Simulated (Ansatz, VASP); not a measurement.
**Mo in VASP and in Ansatz**

```
Mo
1.0
     3.14270    0.00000    0.00000
     0.00000    3.14270    0.00000
     0.00000    0.00000   25.59496
Mo
4
Direct
  0.00000 0.00000 0.57219
  0.50000 0.50000 0.62830
  0.00000 0.00000 0.69306
  0.50000 0.50000 0.74631
```

Alike in both runs: task single point; functional PBE; dispersion D3(BJ); k mesh 10 × 10 × 1; occupations methfessel-paxton of order 1, width 0.1 eV; no spin polarisation.

|  | VASP | Ansatz |
| --- | --- | --- |
| version | VASP 6.6.1 | Ansatz 0.2.0 |
| potentials or method | VASP PAW PBE potentials, release 64 (Mo_sv) | scalar-relativistic, plane waves, PAW |
| plane-wave cutoff (eV) | 520 | 420 |
| valence electrons in the cell | 56 | 56 |

VASP gave:

* gap on the k mesh at the Fermi level (eV): none
* rms of the force components (eV/Å): 0.290

Task: Which values does Ansatz return?

Result: gap on the k mesh at the Fermi level (eV): none; rms of the force components (eV/Å): 0.296.

Atom by atom the forces differ by 0.017 eV/Å (rms over components). A gap of «none» marks a metal or a gap that the smearing closes. With one functional, cell and mesh, what is left measures potentials, basis and numerics.
